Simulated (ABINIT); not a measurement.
# Ti (Fm-3m) in ABINIT: equation of state

How stiff is Ti in PBEsol, and what volume does it want? The cell is scaled to several volumes.

Everything below comes from runs of ABINIT 10.8.3 (patched build). Logs are shortened: lines on timing, memory, paths and dates and some standing lists are left out, and cuts for length are marked. The log counts tension as positive stress, the text compression.

### 1 Starting point

Symmetry: Fm-3m, No. 225, cubic system. Conventional cell: a = 4.060 Å, b = 4.060 Å, c = 4.060 Å, α = 90.00°, β = 90.00°, γ = 90.00°. Ti (site symmetry m-3m) is surrounded by 12 Ti at 2.87 Å.

This isn't the form of Ti at room conditions, which is hcp.

### 2 Equation of state, PBEsol

run.abi

```
# Datasets: one volume each
ndtset 7
getwfk -1
scalecart1 3*0.9795861087
scalecart2 3*0.9864848297
scalecart3 3*0.9932883884
scalecart4 3*1.0000000000
scalecart5 3*1.0066227096
scalecart6 3*1.0131594038
scalecart7 3*1.0196128224

# Pseudopotentials
pp_dirpath "./"
pseudos "Ti.upf"

# Structure
acell 3*1.0
rprim
     0.0000000000     3.8361440330     3.8361440330
     3.8361440330     0.0000000000     3.8361440330
     3.8361440330     3.8361440330     0.0000000000
ntypat 1
znucl 22
natom 1
typat 1
xred
     0.0000000000     0.0000000000     0.0000000000

# Plane-wave basis
ecut 1142.878222 eV

# k points
kptopt 1
ngkpt 11 11 11
nshiftk 1
shiftk 0.0 0.0 0.0

# Exchange and correlation
ixc -116133

# Bands and occupations
nband 10
occopt 3
tsmear 0.05 eV

# SCF cycle
nstep 100
tolvrs 1.0e-10

# Output
iomode 3
prtwf 1
prtden 0
prteig 0
prtebands 0
```

Potentials or basis: PseudoDojo NC SR PBEsol v0.4.1 standard.

Run with:

```console
> abinit run.abi > log 2>&1
```

run.abo:

```text
.Version 10.8.3 of ABINIT
 DATASET    1 : space group Fm -3 m (#225); Bravais cF (face-center cubic)
================================================================================
 Values of the parameters that define the memory need for DATASET  1.
     intxc =       0    ionmov =       0      iscf =       7    lmnmax =       6
     lnmax =       6     mgfft =      32  mpssoang =       3    mqgrid =    3001
     natom =       1  nloc_mem =       1    nspden =       1   nspinor =       1
    nsppol =       1      nsym =      48    n1xccc =    2501    ntypat =       1
    occopt =       3   xclevel =       2
       mpw =        1392          nfft =       32768          nkpt =          56
================================================================================
================================================================================
[... 61 lines left out ...]
 DATASET    7 : space group Fm -3 m (#225); Bravais cF (face-center cubic)
================================================================================
 Values of the parameters that define the memory need for DATASET  7.
     intxc =       0    ionmov =       0      iscf =       7    lmnmax =       6
     lnmax =       6     mgfft =      36  mpssoang =       3    mqgrid =    3001
     natom =       1  nloc_mem =       1    nspden =       1   nspinor =       1
    nsppol =       1      nsym =      48    n1xccc =    2501    ntypat =       1
    occopt =       3   xclevel =       2
       mpw =        1576          nfft =       46656          nkpt =          56
================================================================================
================================================================================

--------------------------------------------------------------------------------
------------- Echo of variables that govern the present computation ------------
--------------------------------------------------------------------------------
 -outvars: echo values of preprocessed input variables --------
            acell      1.0000000000E+00  1.0000000000E+00  1.0000000000E+00 Bohr
              amu      4.78800000E+01
             ecut      4.20000000E+01 Hartree
           getwfk          -1
                       outvar_i_n : Printing only first  50 k-points.
              ixc     -116133
           jdtset        1    2    3    4    5    6    7
                       outvar_i_n : Printing only first  50 k-points.
         kptrlatt       11    0    0      0   11    0      0    0   11
          kptrlen1     5.84581686E+01
          kptrlen2     5.88698594E+01
          kptrlen3     5.92758713E+01
          kptrlen4     5.96763961E+01
          kptrlen5     6.00716155E+01
          kptrlen6     6.04617019E+01
          kptrlen7     6.08468187E+01
            natom           1
            nband          10
           ndtset           7
            ngfft1         32      32      32
            ngfft2         32      32      32
            ngfft3         32      32      32
            ngfft4         32      32      32
            ngfft5         32      32      32
            ngfft6         36      36      36
            ngfft7         36      36      36
             nkpt          56
            nstep         100
             nsym          48
           ntypat           1
                       prtocc : prtvol=0, do not print more k-points.
           occopt           3
           prtden           0
        prtebands           0
           prteig           0
            rprim1     0.0000000000E+00  3.7578334057E+00  3.7578334057E+00
                       3.7578334057E+00  0.0000000000E+00  3.7578334057E+00
                       3.7578334057E+00  3.7578334057E+00  0.0000000000E+00
            rprim2     0.0000000000E+00  3.7842978931E+00  3.7842978931E+00
                       3.7842978931E+00  0.0000000000E+00  3.7842978931E+00
                       3.7842978931E+00  3.7842978931E+00  0.0000000000E+00
            rprim3     0.0000000000E+00  3.8103973242E+00  3.8103973242E+00
                       3.8103973242E+00  0.0000000000E+00  3.8103973242E+00
                       3.8103973242E+00  3.8103973242E+00  0.0000000000E+00
            rprim4     0.0000000000E+00  3.8361440330E+00  3.8361440330E+00
                       3.8361440330E+00  0.0000000000E+00  3.8361440330E+00
                       3.8361440330E+00  3.8361440330E+00  0.0000000000E+00
            rprim5     0.0000000000E+00  3.8615497009E+00  3.8615497009E+00
                       3.8615497009E+00  0.0000000000E+00  3.8615497009E+00
                       3.8615497009E+00  3.8615497009E+00  0.0000000000E+00
            rprim6     0.0000000000E+00  3.8866254014E+00  3.8866254014E+00
                       3.8866254014E+00  0.0000000000E+00  3.8866254014E+00
                       3.8866254014E+00  3.8866254014E+00  0.0000000000E+00
            rprim7     0.0000000000E+00  3.9113816446E+00  3.9113816446E+00
                       3.9113816446E+00  0.0000000000E+00  3.9113816446E+00
                       3.9113816446E+00  3.9113816446E+00  0.0000000000E+00
          spgroup         225
           tolvrs      1.00000000E-10
           tsmear      1.83746611E-03 Hartree
            typat      1
                       outvars : Printing only first  50 k-points.
            znucl       22.00000

================================================================================

 chkinp: Checking input parameters for consistency, jdtset=   1.

 chkinp: Checking input parameters for consistency, jdtset=   2.
[... 29 lines left out ...]
 getcut: wavevector=  0.0000  0.0000  0.0000  ngfft=  32  32  32
         ecut(hartree)=     42.000   => boxcut(ratio)=   2.06399

--- Pseudopotential description ------------------------------------------------
- pspini: atom type   1  psp file is ./Ti.upf
12 -116133 2 -1 1586                          pspcod,pspxc,lmax,lloc,mmax
     nproj     2     2     2

   1.77230422E+02                                ecore*ucvol(ha*bohr**3)
--------------------------------------------------------------------------------

================================================================================

--- !BeginCycle
iteration_state: {dtset: 1, }
solver: {iscf: 7, nstep: 100, nline: 4, wfoptalg: 0, }
tolerances: {tolvrs: 1.00E-10, }
...
[... 685 lines left out ...]
 getcut: wavevector=  0.0000  0.0000  0.0000  ngfft=  36  36  36
         ecut(hartree)=     42.000   => boxcut(ratio)=   2.24504

 getcut : COMMENT -
  Note that boxcut > 2.2 ; recall that boxcut=Gcut(box)/Gcut(sphere) = 2
  is sufficient for exact treatment of convolution.
  Such a large boxcut is a waste : you could raise ecut
  e.g. ecut=   52.922383 Hartrees makes boxcut=2

--------------------------------------------------------------------------------

-inwffil : will read wavefunctions from disk file runo_DS5_WFK.nc

================================================================================
[... 133 lines left out ...]
 getcut: wavevector=  0.0000  0.0000  0.0000  ngfft=  36  36  36
         ecut(hartree)=     42.000   => boxcut(ratio)=   2.23084

 getcut : COMMENT -
  Note that boxcut > 2.2 ; recall that boxcut=Gcut(box)/Gcut(sphere) = 2
  is sufficient for exact treatment of convolution.
  Such a large boxcut is a waste : you could raise ecut
  e.g. ecut=   52.254582 Hartrees makes boxcut=2

--------------------------------------------------------------------------------

-inwffil : will read wavefunctions from disk file runo_DS6_WFK.nc

================================================================================
[... 108 lines left out ...]
-Cartesian components of stress tensor (GPa)         [Pressure= -6.3711E+00 GPa]
- sigma(1 1)=  6.37108065E+00  sigma(3 2)=  0.00000000E+00
- sigma(2 2)=  6.37108065E+00  sigma(3 1)=  0.00000000E+00
- sigma(3 3)=  6.37108065E+00  sigma(2 1)=  0.00000000E+00

== END DATASET(S) ==============================================================
================================================================================

 -outvars: echo values of variables after computation  --------
            acell      1.0000000000E+00  1.0000000000E+00  1.0000000000E+00 Bohr
           etotal1    -5.9298353541E+01
           etotal2    -5.9298802587E+01
           etotal3    -5.9299044574E+01
           etotal4    -5.9299097908E+01
           etotal5    -5.9298979263E+01
           etotal6    -5.9298703255E+01
           etotal7    -5.9298283205E+01
            fcart1    -0.0000000000E+00 -0.0000000000E+00 -0.0000000000E+00
            fcart2    -0.0000000000E+00 -0.0000000000E+00 -0.0000000000E+00
            fcart3    -0.0000000000E+00 -0.0000000000E+00 -0.0000000000E+00
            fcart4    -0.0000000000E+00 -0.0000000000E+00 -0.0000000000E+00
            fcart5    -0.0000000000E+00 -0.0000000000E+00 -0.0000000000E+00
            fcart6    -0.0000000000E+00 -0.0000000000E+00 -0.0000000000E+00
            fcart7    -0.0000000000E+00 -0.0000000000E+00 -0.0000000000E+00
            rprim1     0.0000000000E+00  3.7578334057E+00  3.7578334057E+00
                       3.7578334057E+00  0.0000000000E+00  3.7578334057E+00
                       3.7578334057E+00  3.7578334057E+00  0.0000000000E+00
[... 17 lines left out ...]
                       3.9113816446E+00  3.9113816446E+00  0.0000000000E+00
           strten1    -2.4716250008E-04 -2.4716250008E-04 -2.4716250008E-04
                       0.0000000000E+00  0.0000000000E+00  0.0000000000E+00
           strten2    -1.5106289045E-04 -1.5106289045E-04 -1.5106289045E-04
                       0.0000000000E+00  0.0000000000E+00  0.0000000000E+00
           strten3    -6.3624528463E-05 -6.3624528463E-05 -6.3624528463E-05
                       0.0000000000E+00  0.0000000000E+00  0.0000000000E+00
           strten4     1.6086251229E-05  1.6086251229E-05  1.6086251229E-05
                       0.0000000000E+00  0.0000000000E+00  0.0000000000E+00
           strten5     8.8891874291E-05  8.8891874291E-05  8.8891874291E-05
                       0.0000000000E+00  0.0000000000E+00  0.0000000000E+00
           strten6     1.5551674158E-04  1.5551674158E-04  1.5551674158E-04
                       0.0000000000E+00  0.0000000000E+00  0.0000000000E+00
           strten7     2.1654862992E-04  2.1654862992E-04  2.1654862992E-04
                       0.0000000000E+00  0.0000000000E+00  0.0000000000E+00
 Calculation completed.
```

Run time: 1.7 min. Hardware: 1 thread of Arm Neoverse V2, shared host; peak memory 0.11 GiB.

What came out:

```yaml
Equilibrium_volume: 16.66 Å³/atom
Bulk_modulus: 114 GPa
Pressure_derivative_of_the_bulk_modulus: 3.5
```

Energy against volume, from the lowest point:
```csv
volume (Å³/atom),energy (meV/atom)
15.727,20.26
16.062,8.04
16.396,1.45
16.731,0.00
17.065,3.23
17.400,10.74
17.735,22.17
```

Caveat: pressures at fixed basis lie under the slope of the energies.
